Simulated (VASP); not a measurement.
# TiO2 in VASP: single point with PBE

Aim: the single point of TiO2 with PBE.

Everything below comes from runs of VASP 6.6.1. Logs are shortened: lines on timing, memory, paths and dates and some standing lists are left out, and cuts for length are marked.

**1. Starting point**

The cell holds a slab with vacuum, 15 atoms: a = 2.966 Å, b = 4.646 Å, c = 26.103 Å, α = 90.00°, β = 90.00°, γ = 90.00°.

**2. Single point, PBE**

INCAR

```
SYSTEM = TiO2
PREC = Accurate ; ENCUT = 520
EDIFF = 1E-7 ; ISMEAR = 0
SIGMA = 0.03 ; LREAL = .False.
LASPH = .True. ; NELM = 80
ALGO = Fast ; ISIF = 2
LWAVE = .False. ; LCHARG = .False.
LDIPOL = .True. ; IDIPOL = 3
DIPOL = 0.5 0.5 0.500 ; GGA = PE
LVHAR = .True. ; LVACPOTAV = .True.
ICORELEVEL = 1 ; LUSENCCL = .False.
```

KPOINTS

```
regular mesh
0
Gamma
  9 6 1
  0 0 0
```

POSCAR

```
TiO2
1.0
    2.9663920000      0.0000000000      0.0000000000
    0.0000000000      4.6456460000      0.0000000000
    0.0000000000      0.0000000000     26.1034284300
O Ti
10 5
Direct
    0.5000000000      0.1950360000      0.2873185800
    0.5000000000      0.8049640000      0.3567399800
    0.0000000000      0.3049640000      0.3763039400
    0.0000000000      0.6950360000      0.4457253400
    0.5000000000      0.1950360000      0.4652893000
    0.5000000000      0.8049640000      0.5347107000
    0.0000000000      0.3049640000      0.5542746600
    0.0000000000      0.6950360000      0.6236960600
    0.5000000000      0.1950360000      0.6432600200
    0.5000000000      0.8049640000      0.7126814200
    0.0000000000      0.0000000000      0.3220292800
    0.5000000000      0.5000000000      0.4110146400
    0.0000000000      0.0000000000      0.5000000000
    0.5000000000      0.5000000000      0.5889853600
    0.0000000000      0.0000000000      0.6779707200
```

Potentials or basis: VASP PAW PBE potentials, release 64 (O, Ti_sv).

Launch:

```console
$ cat potpaw_PBE.64/O/POTCAR potpaw_PBE.64/Ti_sv/POTCAR > POTCAR
$ mpirun -np 1 vasp_std > vasp.out
```

OUTCAR:

```text
SYSTEM = TiO2
   PREC = Accurate
   ENCUT = 520
   EDIFF = 1E-7
   ISMEAR = 0
   LREAL = .False.
   LASPH = .True.
   NELM = 80
   ISIF = 2
   GGA = PE

 ion  position               nearest neighbor table
   1  0.500  0.195  0.287-  11 1.96  11 1.96
   2  0.500  0.805  0.357-  11 1.96  11 1.96  12 2.00
   3  0.000  0.305  0.376-  12 1.96  12 1.96  11 2.00
   4  0.000  0.695  0.446-  12 1.96  12 1.96  13 2.00
   5  0.500  0.195  0.465-  13 1.96  13 1.96  12 2.00
   6  0.500  0.805  0.535-  13 1.96  13 1.96  14 2.00
   7  0.000  0.305  0.554-  14 1.96  14 1.96  13 2.00
   8  0.000  0.695  0.624-  14 1.96  14 1.96  15 2.00
   9  0.500  0.195  0.643-  15 1.96  15 1.96  14 2.00
  10  0.500  0.805  0.713-  15 1.96  15 1.96
  11  0.000  0.000  0.322-   2 1.96   2 1.96   1 1.96   1 1.96   3 2.00
  12  0.500  0.500  0.411-   3 1.96   3 1.96   4 1.96   4 1.96   2 2.00   5 2.00
  13  0.000  0.000  0.500-   5 1.96   6 1.96   5 1.96   6 1.96   4 2.00   7 2.00
  14  0.500  0.500  0.589-   8 1.96   8 1.96   7 1.96   7 1.96   9 2.00   6 2.00
  15  0.000  0.000  0.678-   9 1.96   9 1.96  10 1.96  10 1.96   8 2.00

  LATTYP: Found a simple orthorhombic cell.
 ALAT       =     2.9663920000
 B/A-ratio  =     1.5660930855
 C/A-ratio  =     8.7997231755

  Lattice vectors:

 A1 = (   2.9663920000,   0.0000000000,   0.0000000000)
 A2 = (   0.0000000000,   4.6456460000,   0.0000000000)
 A3 = (   0.0000000000,   0.0000000000,  26.1034284300)

Analysis of symmetry for initial positions (statically):
=====================================================================
 Subroutine PRICEL returns:
 Original cell was already a primitive cell.

 Routine SETGRP: Setting up the symmetry group for a
 simple orthorhombic supercell.

 Subroutine GETGRP returns: Found  4 space group operations
 (whereof  4 operations were pure point group operations)
 out of a pool of  8 trial point group operations.

The static configuration has the point symmetry C_2h.

Analysis of symmetry for dynamics (positions and initial velocities):
=====================================================================
 Subroutine PRICEL returns:
 Original cell was already a primitive cell.

 Routine SETGRP: Setting up the symmetry group for a
 simple orthorhombic supercell.

 Subroutine GETGRP returns: Found  4 space group operations
 (whereof  4 operations were pure point group operations)
 out of a pool of  8 trial point group operations.

The dynamic configuration has the point symmetry C_2h.

 Subroutine INISYM returns: Found  4 space group operations
 (whereof  4 operations are pure point group operations),
 and found     1 'primitive' translations

----------------------------------------------------------------------------------------

                                     Primitive cell

  volume of cell :     359.7263

  direct lattice vectors                    reciprocal lattice vectors
     2.966392000  0.000000000  0.000000000     0.337109863  0.000000000  0.000000000
     0.000000000  4.645646000  0.000000000     0.000000000  0.215255316  0.000000000
     0.000000000  0.000000000 26.103428430     0.000000000  0.000000000  0.038309144

  length of vectors
     2.966392000  4.645646000 26.103428430     0.337109863  0.215255316  0.038309144

  position of ions in fractional coordinates (direct lattice)
     0.500000000  0.195036000  0.287318580
     0.500000000  0.804964000  0.356739980
     0.000000000  0.304964000  0.376303940
     0.000000000  0.695036000  0.445725340
     0.500000000  0.195036000  0.465289300
     0.500000000  0.804964000  0.534710700
     0.000000000  0.304964000  0.554274660
     0.000000000  0.695036000  0.623696060
     0.500000000  0.195036000  0.643260020
     0.500000000  0.804964000  0.712681420
     0.000000000  0.000000000  0.322029280
     0.500000000  0.500000000  0.411014640
     0.000000000  0.000000000  0.500000000
     0.500000000  0.500000000  0.588985360
     0.000000000  0.000000000  0.677970720

  ion indices of the primitive-cell ions
   primitive index   ion index
                 1           1
                 2           2
                 3           3
                 4           4
[... 43 lines left out ...]
  0.333333  0.000000  0.000000      2.000000
  0.444444  0.000000  0.000000      2.000000
  0.000000  0.166667  0.000000      2.000000
[... 12 lines left out ...]
  0.333333  0.500000  0.000000      2.000000
  0.444444  0.500000  0.000000      2.000000
   k-points           NKPTS =     20   k-points in BZ     NKDIM =     20   number of bands    NBANDS=     72
   number of dos      NEDOS =    301   number of ions     NIONS =     15
   total plane-waves  NPLWV = 169344
   dimension x,y,z NGX =    24 NGY =   36 NGZ =  196
   dimension x,y,z NGXF=    48 NGYF=   72 NGZF=  392
   ions per type =              10   5
   NGX,Y,Z   is equivalent  to a cutoff of  13.45, 12.88, 12.48 a.u.
   NGXF,Y,Z  is equivalent  to a cutoff of  26.90, 25.77, 24.97 a.u.
 SYSTEM =  TiO2
   PREC   = accura    normal or accurate (medium, high low for compatibility)
   ISTART =      0    job   : 0-new  1-cont  2-samecut
   ICHARG =      2    charge: 1-file 2-atom 10-const
   ISPIN  =      1    spin polarized calculation?
   LNONCOLLINEAR =      F non collinear calculations
   LSORBIT =      F    spin-orbit coupling
   LASPH  =      T    aspherical Exc in radial PAW
   ENCUT  =  520.0 eV  38.22 Ry    6.18 a.u.   5.52  8.64 48.54*2*pi/ulx,y,z
   NELM   =     80;   NELMIN=  2; NELMDL= -5     # of ELM steps
   EDIFF  = 0.1E-06   stopping-criterion for ELM
   LREAL  =      F    real-space projection
   EDIFFG = 0.1E-05   stopping-criterion for IOM
   NSW    =      0    number of steps for IOM
   IBRION =     -1    ionic relax: 0-MD 1-quasi-New 2-CG
   NFREE  =      0    steps in history (QN), initial steepest desc. (CG)
   ISIF   =      2    stress and relaxation
   ISYM   =      2    0-nonsym 1-usesym 2-fastsym
   POTIM  = 0.5000    time-step for ionic-motion
   TEBEG  =    0.0;   TEEND  =   0.0 temperature during run
   PSTRESS=    0.0 pullay stress
   NELECT =     120.0000    total number of electrons
   NUPDOWN=      -1.0000    fix difference up-down
   EMIN   =  10.00;   EMAX   =-10.00  energy-range for DOS
   EFERMI =   0.00;   METHOD = LEGACY
   ISMEAR =     0;   SIGMA  =   0.03  broadening in eV -4-tet -1-fermi 0-gaus
   EFERMI_NEDOS =   21; number of points for ismear=-14 and -15
   IALGO  =     68    algorithm
   IMIX   =      4    mixing-type and parameters
     AMIX     =   0.40;   BMIX     =  1.00
     AMIX_MAG =   1.60;   BMIX_MAG =  1.00
  volume/ion in A,a.u.               =      23.98       161.84
  Fermi-wavevector in a.u.,A,eV,Ry     =   1.135389  2.145573 17.539368  1.289107
  Thomas-Fermi vector in A             =   2.272093
   LORBIT       =      0    0 simple, 1 ext, 2 COOP (PROOUT), +10 PAW based schemes
   GGA     = PE    functional components
   LHFCALC =     F    Hartree Fock is set to
   AEXX    =    0.0000 exact exchange contribution
   IVDW    =     0    specifies the selected vdW correction
   LEPSILON=     F    determine dielectric tensor
   LRPA    =     F    only Hartree local field effects (RPA)
 non-spin polarized calculation
 RMM-DIIS sequential band-by-band and
 Gauss-broadening in eV      SIGMA  =   0.03
  energy-cutoff  :      520.00
  volume of cell :      359.73
 maximum number of plane-waves:      9733
 NGX is ok and might be reduce to    24
   NGX = 11   NGY = 17   NGZ = 97

 dipolmoment           0.000000      0.000000      0.000000 electrons x Angstroem

 number of electron     120.0000029 magnetization

 dipolmoment           0.000000      0.000000     -0.000000 electrons x Angstroem

 Free energy of the ion-electron system (eV)
  ---------------------------------------------------
  ext. energy  EPLUGINS =         0.00000000
  ---------------------------------------------------
  free energy    TOTEN  =      -131.74686146 eV

  energy without entropy =     -131.74686146  energy(sigma->0) =     -131.74686146

 the core state eigenenergies are
   1-  1s   -505.8030
   2-  1s   -506.3724
   3-  1s   -506.5247
   4-  1s   -506.4347
   5-  1s   -506.3978
   6-  1s   -506.3978
   7-  1s   -506.4347
   8-  1s   -506.5247
   9-  1s   -506.3724
  10-  1s   -505.8030
  11-  1s  -4864.7919  2s   -533.7449  2p   -441.0063
  12-  1s  -4864.9408  2s   -534.0577  2p   -441.3035
  13-  1s  -4864.9488  2s   -534.0617  2p   -441.3079
  14-  1s  -4864.9408  2s   -534.0577  2p   -441.3035
  15-  1s  -4864.7919  2s   -533.7449  2p   -441.0063

 E-fermi :  -1.8910     XC(G=0):  -5.6100

 val. band max:       -2.1776736152   @ k =   0.0000   0.0000   0.0000
 cond. band min:      -0.1357693348   @ k =   0.0000   0.5000   0.0000
 fundamental gap:      2.0419042804
 Fermi energy:        -1.8909958570

 k-point     1 :       0.0000    0.0000    0.0000
  band No.  band energies     occupation
      1     -58.9811      2.00000
      2     -58.9758      2.00000
      3     -58.9707      2.00000
      4     -58.7033      2.00000
      5     -58.7033      2.00000
      6     -35.2611      2.00000
[... 1489 lines left out ...]
     71       1.5979      0.00000
     72       1.6611      0.00000

------------------------ aborting loop because EDIFF is reached ----------------------------------------

  FORCE on cell =-STRESS in cart. coord.  units (eV):
  Direction    XX          YY          ZZ          XY          YZ          ZX
  --------------------------------------------------------------------------------------
  -------------------------------------------------------------------------------------
  Total       -6.6608024     -4.1041952     -3.0612945      0.0000000      0.7344895      0.0000000
  in kB      -29.6664054    -18.2795871    -13.6346340      0.0000000      3.2713272      0.0000000
  external PRESSURE =     -20.5268755 kB  Pullay stress =       0.0000000 kB

 VOLUME and BASIS-vectors are now :
 -----------------------------------------------------------------------------
  energy-cutoff  :      520.00
  volume of cell :      359.73
      direct lattice vectors                 reciprocal lattice vectors
     2.966392000  0.000000000  0.000000000     0.337109863  0.000000000  0.000000000
     0.000000000  4.645646000  0.000000000     0.000000000  0.215255316  0.000000000
     0.000000000  0.000000000 26.103428430     0.000000000  0.000000000  0.038309144

 POSITION                                       TOTAL-FORCE (eV/Angst)
 -----------------------------------------------------------------------------------
      1.48320      0.90607      7.50000        -0.000000     -2.236659      0.936170
      1.48320      3.73958      9.31214        -0.000000     -1.099082     -0.088352
      0.00000      1.41675      9.82282         0.000000     -0.431940     -0.334774
      0.00000      3.22889     11.63496        -0.000000     -0.080601     -0.080542
      1.48320      0.90607     12.14565        -0.000000     -0.036892      0.035180
      1.48320      3.73958     13.95778        -0.000000      0.036892     -0.035180
      0.00000      1.41675     14.46847         0.000000      0.080601      0.080542
      0.00000      3.22889     16.28061        -0.000000      0.431940      0.334774
      1.48320      0.90607     16.79129         0.000000      1.099082      0.088352
      1.48320      3.73958     18.60343         0.000000      2.236659     -0.936170
      0.00000      0.00000      8.40607        -0.000000      3.746400     -0.473449
      1.48320      2.32282     10.72889        -0.000000      0.128250     -0.043250
      0.00000      0.00000     13.05171        -0.000000      0.000000      0.000000
      1.48320      2.32282     15.37454        -0.000000     -0.128250      0.043250
      0.00000      0.00000     17.69736         0.000000     -3.746400      0.473449
 -----------------------------------------------------------------------------------
    total drift:                                0.000000      0.000000      0.000000

  FREE ENERGIE OF THE ION-ELECTRON SYSTEM (eV)
  ---------------------------------------------------
  free  energy   TOTEN  =      -131.7468614607 eV

  energy  without entropy=     -131.7468614607  energy(sigma->0) =     -131.74686146

 vacuum level on the upper side and lower side of the slab         5.342         5.342
```

Wall time 18 min (1 × NVIDIA H100 80GB with 1 thread of AMD EPYC 7R13 (Zen 3), shared host); peak memory 1.6 GiB.

What came out:

```
Free energy                            : -131.7469 eV
Largest force                          : 3.776 eV/Å
Band gap on the k mesh                 : 2.04 eV, indirect (least direct gap 2.07 eV)
Ionisation potential of the upper face : 7.52 eV
```

Forces on the atoms (eV/Å):
```
O    0.000 -2.237  0.936
O    0.000 -1.099 -0.088
O    0.000 -0.432 -0.335
O    0.000 -0.081 -0.081
O    0.000 -0.037  0.035
O    0.000  0.037 -0.035
O    0.000  0.081  0.081
O    0.000  0.432  0.335
O    0.000  1.099  0.088
O    0.000  2.237 -0.936
Ti   0.000  3.746 -0.473
Ti   0.000  0.128 -0.043
Ti   0.000  0.000  0.000
Ti   0.000 -0.128  0.043
Ti   0.000 -3.746  0.473
```

Levels at points of the mesh, in eV from the valence-band top:
| k point | band 58 | band 59 | band 60 | band 61 | band 62 | band 63 |
| --- | --- | --- | --- | --- | --- | --- |
| (0.00, 0.00, 0.00) | -0.28 | -0.02 | 0.00 | 2.07 | 2.38 | 2.45 |
| (0.00, 0.50, 0.00) | -0.40 | -0.38 | -0.35 | 2.04 | 2.32 | 2.37 |

Core levels (eV, on the scale of the bands):
```tsv
atom	levels
1 O	1s -505.8
2 O	1s -506.4
3 O	1s -506.5
4 O	1s -506.4
5 O	1s -506.4
6 O	1s -506.4
```
